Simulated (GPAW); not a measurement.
# InSe (R3m) in GPAW: reference runs

Reference runs on InSe: the cell as given.

All numbers are computed with GPAW 26.7.0; they aren't measurements. Logs are shortened: lines on timing, memory, paths and dates and some standing lists are left out, and cuts for length are marked. The log counts tension as positive stress, the text compression.

**1. The crystal as given**

Symmetry: R3m, No. 160, trigonal system. The conventional cell has a = 4.000 Å, b = 4.000 Å, c = 25.320 Å, α = 90.00°, β = 90.00°, γ = 120.00°. Around In (site symmetry 3m) lie 3 Se at 2.63 Å and 1 In at 2.82 Å. In (site symmetry 3m) is surrounded by 3 Se at 2.64 Å and 1 In at 2.82 Å. Around Se (site symmetry 3m) lie 3 In at 2.63 Å. Se (site symmetry 3m) is surrounded by 3 In at 2.64 Å.

**2. Single point, PBEsol**

The input, run.py:

```python
from ase import Atoms
from ase.dft.bandgap import bandgap
from ase.io import write
from ase.units import GPa
from gpaw import GPAW, PW, setup_paths

setup_paths.insert(0, '.')

atoms = Atoms(['In', 'In', 'Se', 'Se'],
              cell=[[2.0, 1.1547005384, 8.44],
                    [-2.0, 1.1547005384, 8.44],
                    [0.0, -2.3094010768, 8.44]],
              scaled_positions=[[0.8886, 0.8886, 0.8886],
                                [0.0, 0.0, 0.0],
                                [0.1719, 0.1719, 0.1719],
                                [0.3835, 0.3835, 0.3835]],
              pbc=True)

calc = GPAW(mode=PW(600),
            xc='PBEsol',
            kpts={'size': (8, 8, 8), 'gamma': True},
            occupations={'name': 'fermi-dirac', 'width': 0.05},
            nbands=32,
            convergence={'density': 1e-05, 'energy': 1e-05},
            maxiter=150,
            txt='gpaw.txt')
atoms.calc = calc
energy = atoms.get_potential_energy()
forces = atoms.get_forces()
stress = atoms.get_stress()
calc.write('gs.gpw')
write('result.traj', atoms)
print(f'Energy: {energy:.6f} eV')
print('Forces (eV/A):')
print(forces.round(4))
print('Stress (GPa):', (stress / GPa).round(3))
print('Fermi level:', round(calc.get_fermi_level(), 4), 'eV')
print(f'Gap: {bandgap(calc)[0]:.4f} eV, direct: {bandgap(calc, direct=True)[0]:.4f} eV')
```

Potentials or basis: PAW data sets generated in the run's folder for this functional, pw.

On the command line:

```console
$ gpaw-setup -f PBEsol In Se
$ OMP_NUM_THREADS=1 python run.py
```

gpaw.txt:

```text
__  _  _
 | _ |_)|_||  |
 |__||  | ||/\| - 26.7.0

Input parameters:
  mode=PW(ecut=600.0),
  convergence={'density': 1e-05, 'energy': 1e-05},
  kpts=MonkhorstPack(size=(8, 8, 8), gamma=True),
  maxiter=150,
  nbands=32,
  occupations=Occupations(name='fermi-dirac', width=0.05),
  xc=XC(name='PBEsol')

Diagonalizing LCAO Hamiltonian
Converting LCAO to pw mode

       In

       Se

       Se

       In

Atoms  # Å, Bohr magnetons
|   | symbol |        x |         y |         z |    initial magnetic moments |
|---|--------|----------|-----------|-----------|-----------------------------|
| 0 |     In | 0.000000 | -0.000000 | 22.499352 | ( 0.0000,  0.0000,  0.0000) |
| 1 |     In | 0.000000 |  0.000000 |  0.000000 | ( 0.0000,  0.0000,  0.0000) |
| 2 |     Se | 0.000000 | -0.000000 |  4.352508 | ( 0.0000,  0.0000,  0.0000) |
| 3 |     Se | 0.000000 | -0.000000 |  9.710220 | ( 0.0000,  0.0000,  0.0000) |

Unit cell  # Å
| periodic |         x |         y |        z |  lengths |    angles |
|----------|-----------|-----------|----------|----------|-----------|
|      yes |  2.000000 |  1.154701 | 8.440000 | 8.750253 | 26.425182 |
|      yes | -2.000000 |  1.154701 | 8.440000 | 8.750253 | 26.425182 |
|      yes |  0.000000 | -2.309401 | 8.440000 | 8.750253 | 26.425182 |

Number of symmetries: 6
Symmetry operations  # r_c * U_cc + t_c -> r_c
|   | kind |            matrix            |
|---|------|------------------------------|
| 0 |  E   |  1, 0, 0,  0, 1, 0,  0, 0, 1 |
| 1 |  σ   |  1, 0, 0,  0, 0, 1,  0, 1, 0 |
| 2 |  σ   |  0, 1, 0,  1, 0, 0,  0, 0, 1 |
| 3 |  C3  |  0, 1, 0,  0, 0, 1,  1, 0, 0 |
| 4 |  C3  |  0, 0, 1,  1, 0, 0,  0, 1, 0 |
| 5 |  σ   |  0, 0, 1,  0, 1, 0,  1, 0, 0 |

BZ-sampling:
  Number of BZ points: 512
  Number of IBZ points: 65

  Monkhorst-Pack size: [8, 8, 8]
  Monkhorst-Pack shift: [0.0625, 0.0625, 0.0625]

K-points  # in reciprocal-cell coordinates
|     |                                coordinates |     weight |
|-----|--------------------------------------------|------------|
|   0 | (  0.00000000,   0.00000000,   0.00000000) | 0.00195312 |
|   1 | (  0.12500000,   0.00000000,  -0.12500000) | 0.01171875 |
|   2 | (  0.12500000,   0.00000000,   0.00000000) | 0.01171875 |
|   3 | (  0.12500000,   0.12500000,  -0.12500000) | 0.01171875 |
|   4 | (  0.12500000,   0.12500000,   0.00000000) | 0.01171875 |
|   5 | (  0.12500000,   0.12500000,   0.12500000) | 0.00390625 |
|   6 | (  0.25000000,  -0.12500000,  -0.12500000) | 0.01171875 |
|   7 | (  0.25000000,   0.00000000,  -0.25000000) | 0.01171875 |
|   8 | (  0.25000000,   0.00000000,  -0.12500000) | 0.02343750 |
|   9 | (  0.25000000,   0.00000000,   0.00000000) | 0.01171875 |
| ... |                                            |            |
|  64 | (  0.50000000,   0.50000000,   0.50000000) | 0.00195312 |

Plane wave coefficients: 3926
Cutoff: 600.0 eV

Spin-components: 1 (collinear spins)
Bands:           32
Projectors:      22
Spin-degeneracy: 2
Datatype:        complex128

Parallelization:
  kpt:    1
  domain: 1
  band:   1

Density:
  Valence electrons: 38.0
  Components: 1
  Grid points: [50 50 50]
  Charge: 0.0  # |e|

Potential:
  Grid points: [50 50 50]

species:
  In:
    name:    Indium
    Z:       49.0
    valence: 13
    core:    36
    charge:  0.0  # [|e|]
    compensation charges:
      type: gauss
      rc: 0.36  # [Å]
      lmax: 2
    cutoffs:
      filter: 2.09  # [Å]
      core: 2.48  # [Å]
    projectors
    | kind |    occ | energy [eV] | rcut [Å] |
    |------|--------|-------------|----------|
    |   5s |  2.000 |      -8.248 |    1.185 |
    |   5p |  1.000 |      -2.521 |    1.244 |
    |   4d | 10.000 |     -18.596 |    1.148 |
    |    s |        |      18.964 |    1.185 |
    |    p |        |      24.691 |    1.244 |
    |    d |        |       8.615 |    1.148 |

    Using partial waves for In as LCAO basis

  Se:
    name:    Selenium
    Z:       34.0
    valence: 6
    core:    28
    charge:  0.0  # [|e|]
    compensation charges:
      type: gauss
      rc: 0.27  # [Å]
      lmax: 2
    cutoffs:
      filter: 1.77  # [Å]
      core: 2.67  # [Å]
    projectors
    | kind |    occ | energy [eV] | rcut [Å] |
    |------|--------|-------------|----------|
    |   4s |  2.000 |     -17.281 |    0.847 |
    |   4p |  4.000 |      -6.511 |    1.005 |
    |    s |        |       9.930 |    0.847 |
    |    p |        |      20.700 |    1.005 |
    |    d |        |       0.000 |    0.847 |

    Using partial waves for Se as LCAO basis

Reference energy: -451921.881656  # eV

eigensolver:
  PPCG
  Converge bands: occupied
  niter=2

density mixing:
  MSR1-Mixer
  Pratt-step length: 0.05
  Maximum mixing coefficient: 0.75
  Old densities: 10
  SVD Regularization: 0.005
  Good broyden scale: 1.0
  Trust region scale: 1.0
  Backstep threshold: 4.0
  History deletion threshold: 6.0
  Fourier metric: weight=20.0, sigma=0.015

occupation numbers:
  Fermi-Dirac:
    width: 0.0500  # eV

poisson solver:
  ecut: 4800.0  # eV

xc functional:
  name: PBEsol with 2 nearest neighbor stencil

convergence criteria:
- Maximum integral of absolute [dens]ity change: 1e-05 electrons / valence electron
- Maximum [total energy] change in last 3 cyles: 1e-05 eV / valence electron
- Maximum integral of absolute [eigenst]ate change: 4e-08 eV^2 / valence electron
maximum number of iterations: 150

SCF iterations
|iter     | |      energy | eigst |  dens |
|---------|-|-------------|-------|-------|
|iter:   1| |  -16.389673 | -0.30 |       |
|iter:   2| |  -16.309576 | -2.18 | -1.26 |
|iter:   3| |  -16.078511 | -1.99 | -1.30 |
|iter:   4| |  -16.042668 | -2.91 | -1.69 |
|iter:   5| |  -16.041403 | -3.78 | -2.21 |
|iter:   6| |  -16.040695 | -4.42 | -2.55 |
|iter:   7| |  -16.040715 | -5.49 | -3.26 |
|iter:   8| |  -16.040717c| -6.78 | -3.89 |
|iter:   9| |  -16.040717c| -7.80c| -4.52 |
|iter:  10| |  -16.040717c| -7.95c| -4.83 |
|iter:  11| |  -16.040717c| -8.37c| -5.44c|

Converged in 11 steps
Energy contributions relative to reference atoms: (reference = -451921.881656)

Energy contributions:
  Kinetic:          39.846513
  Coulomb:         -37.868238
  Zero:              0.249920
  External:          0.000000
  Xc:              -18.268870
  Entropy:          -0.000083
  Spinorbit:         0.000000
  ----------------------------
  Free energy:     -16.040759
  Extrapolated:    -16.040717

dipole moment: (0.000000, 0.000000, -68.104052)  # |e|*Ang

Fermi level: 4.742
Eigenvalues  # (at kpt = [0.000, 0.000, 0.000])
| band index |      eig [eV] | occ [0-2] |
|------------|---------------|-----------|
|          0 |       -10.074 |     2.000 |
|        ... |               |           |
|         11 |        -8.599 |     2.000 |
|         12 |        -1.759 |     2.000 |
|         13 |         1.103 |     2.000 |
|         14 |         3.014 |     2.000 |
|         15 |         3.250 |     2.000 |
|         16 |         3.250 |     2.000 |
[... 8 lines left out ...]
|         25 |         9.978 |     0.000 |
|         26 |        12.001 |     0.000 |
|        ... |               |           |
|         31 |        14.360 |     0.000 |

Gap: 0.336 eV
Transition (v -> c):
  (s=0, k=64, n=18, [0.50, 0.50, 0.50]) -> (s=0, k=64, n=19, [0.50, 0.50, 0.50])
No difference between direct/indirect transitions

Forces  # eV/Ang
|        x |        y |        z |
|----------|----------|----------|
|  0.00000 |  0.00000 |  0.31328 |  # In   0
|  0.00000 | -0.00000 | -0.29544 |  # In   1
|  0.00000 |  0.00000 | -0.06714 |  # Se   2
| -0.00000 |  0.00000 |  0.04921 |  # Se   3

Stress tensor  # eV/Ang^3
|         x |         y |        z |
|-----------|-----------|----------|
| -0.001704 |  0.000000 | 0.000000 |
| -0.000000 | -0.001704 | 0.000000 |
|  0.000000 |  0.000000 | 0.004522 |

# Writing to gs.gpw (mode='')
```

It took 7.9 min on 1 thread of Arm Neoverse V2, shared host; peak memory 0.49 GiB.

Results:

- Free energy: -16.0408 eV
- Pressure: -0.1 GPa
- Largest force: 0.313 eV/Å
- Band gap on the k mesh: 0.34 eV, direct

Forces on the atoms (eV/Å):
```
In   0.000  0.000  0.313
In   0.000  0.000 -0.295
Se   0.000  0.000 -0.067
Se   0.000  0.000  0.049
```

Caveat: spin-orbit coupling is left out, which moves the levels of the heavy elements; the program warned that so skewed a cell can give wrong results. A k mesh can miss the band edges.
